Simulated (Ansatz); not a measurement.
## A series in temperature on Pb

Harmonic phonon free energy (zero-point part included), entropy and heat capacity at constant volume from interpolated force constants; periodic cell, basis, potentials, k mesh and filling as listed. The results are calculated, by Ansatz 0.2.0.

Structure of every row (space group Im-3m, No. 229):
```
CELL_PARAMETERS angstrom
-1.97970 1.97970 1.97970
1.97970 -1.97970 1.97970
1.97970 1.97970 -1.97970
ATOMIC_POSITIONS crystal
Pb 0.00000 0.00000 0.00000
```

Settings of every row: functional PBE; dispersion D3(BJ)+ATM; potentials PAW; wave cutoff 380.96 eV; density cutoff 1523.8 eV; k mesh 8x8x8; k shift 0x0x0; occupations gaussian; smearing width 0.02 eV; spin none; SCF threshold exponent -5; phonon method finite displacements; phonon supercell 2x2x2; dipole term of polar modes left out.

Limits: coarse k mesh, up to 40 meV an atom off; cutoff under the advised one; loose SCF threshold; volume not checked for rest; no spin-orbit coupling, which can matter with elements this heavy; the cell comes from a prototype or a list of computed structures and needn't be the stable phase.

```
row  temperature (K)  phonon entropy (k_B/atom)  phonon heat capacity (k_B/atom)  phonon free energy (meV/atom)
  1              160                      5.524                            2.937                         -33.93
  2              240                      6.723                            2.972                         -76.41
  3              320                       7.58                            2.984                        -125.85
  4              400                      8.246                             2.99                        -180.49
  5              480                      8.791                            2.993                        -239.27
  6              560                      9.253                            2.995                        -301.51
  7              640                      9.653                            2.996                        -366.71
  8              720                     10.006                            2.997                        -434.49
  9              800                          ?                                ?                              ?
 10              880                     10.607                            2.998                        -576.73
 11              960                     10.868                            2.998                        -650.77
```

Question: what phonon entropy and phonon heat capacity should row 9 give?

Worked fit of phonon entropy. Entropy rises as the heat capacity times the change of ln T, so take t = ln(T / 300 K). The shown rows have t = -0.6286, -0.2231, 0.0645, 0.2877, 0.47, 0.6242, 0.7577, 0.8755, 1.0761, 1.1632. Least squares give phonon entropy = 7.3886 + 2.97688 × t + 0.01327 × t² k_B/atom; a straight line predicts inner rows, each left out in turn, worse (root mean square 0.0036 against 0.0013 k_B/atom). The rows lie off it by 0.001, -0.002, -0.001, 0.000, 0.000, 0.001, 0.001, 0.001, 0.000, -0.001. The slope at t = 0, 2.98 k_B/atom, estimates the heat capacity at 300 K. The withheld row has t = 0.9808, so the fit gives 7.3886 + 2.97688 × (0.9808) + 0.01327 × (0.9808)² = 10.321 k_B/atom.

The calculation gave 10.321 k_B/atom. The fit meets it to the printed digit.

Worked fit of phonon heat capacity. At high temperature a harmonic heat capacity falls short of its limit by a term in 1/T², so take t = (100 K / T)². The shown rows have t = 0.39062, 0.17361, 0.09766, 0.0625, 0.0434, 0.03189, 0.02441, 0.01929, 0.01291, 0.01085. Their means are 0.086714 and 2.986 k_B/atom; the sums about the means are S_tt = 0.1251 and S_ty = -0.02018, whose ratio is the slope. Least squares give phonon heat capacity = 3 − 0.1613 × t k_B/atom. All shown rows lie on it to the printed digit. The constant, 3 k_B/atom, is to be held against the harmonic limit of 3 k_B an atom. The withheld row has t = 0.01562, so the fit gives 3 − 0.1613 × (0.01562) = 2.997 k_B/atom.

The calculation gave 2.997 k_B/atom. The fit meets it to the printed digit.

The other values of row 9: phonon free energy -504.58 meV/atom.
